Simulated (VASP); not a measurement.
The system is Sb, a slab with vacuum.

```
Sb
1.0
     4.30840    0.00000    0.00000
    -2.15420    3.73118    0.00000
     0.00000    0.00000   19.50673
Sb
2
Direct
  0.33333 0.66667 0.54046
  0.00000 0.00000 0.45954
```

Base run:

* Program: VASP 6.6.1
* Functional: PBE
* Potentials or basis: VASP PAW PBE potentials, release 64 (Sb)
* Cutoff: 520 eV
* k mesh: 12 × 12 × 1
* Occupations: gaussian, width 0.05 eV
* Spin: no spin polarisation

Its results: band gap on the k mesh 1.12 eV, indirect (least direct gap 1.15 eV).

Task: The run is repeated on the same cell with these changes: functional from PBE to HSE06; k mesh from 12 × 12 × 1 to 6 × 6 × 1. What comes out?

Result: Band gap on the k mesh 1.73 eV, direct.

Several settings changed at once, so the effect can't be laid on one alone.

Caveats: spin-orbit coupling is left out, which moves the levels of the heavy elements.

A k mesh can miss the band edges.
